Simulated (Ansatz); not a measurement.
Consider the formal exchange of groups at the Sn–B bond: `C[B]([SiH3])[SnH3]` + `FC(F)F` → `F[C](F)(F)[SnH3]` + `CB[SiH3]`.

Calculated with Ansatz (gas phase, PBE0-D4/def2-TZVP geometries, no zero-point term in ΔE). CBS: MP2 limit from def2 TZ/QZ plus the TZ coupled-cluster correction, frozen cores. This one scheme is used for every species. DFT in def2-TZVPP. def2 core potentials past Kr. For Sn outer-core shells are correlated without core-valence functions, which leaves a few kJ/mol of doubt a bond.

**Question.** Is it downhill or uphill in electronic energy at CCSD(T)/CBS, and by how much? (An estimate is asked.)

**Answer.** The calculation gave: Uphill: ΔE = +49.8 kJ/mol.

**Question.** What do these levels give: PBE0-D4, ωB97M-V, B2PLYP, PBE, PBE0, MP2/def2-TZVPP? (Best estimate.)

**Answer.** Computed: PBE0-D4 50.2, ωB97M-V 39.0, B2PLYP 42.0, PBE 40.7, PBE0 47.0, MP2/def2-TZVPP 55.5 kJ/mol.

Largest T1 diagnostic among the species: 0.014.

The D4 term adds +5.4 kJ/mol with B3LYP and +3.3 kJ/mol with PBE0; it sums over pairs of atoms, weighted by their polarisabilities, and B3LYP, whose exchange is more repulsive, gets the larger term. From PBE to PBE0 (25 % exact exchange), in def2-TZVPP and without D4, ΔE moves by +6.3 kJ/mol. In def2-TZVPP, CCSD(T) changes the Hartree–Fock value by +6.1 kJ/mol (the triples alone add +0.0 kJ/mol) and MP2 by +10.6 kJ/mol.

B3LYP here is the variant with VWN-RPA as its local correlation; programs differ in this.
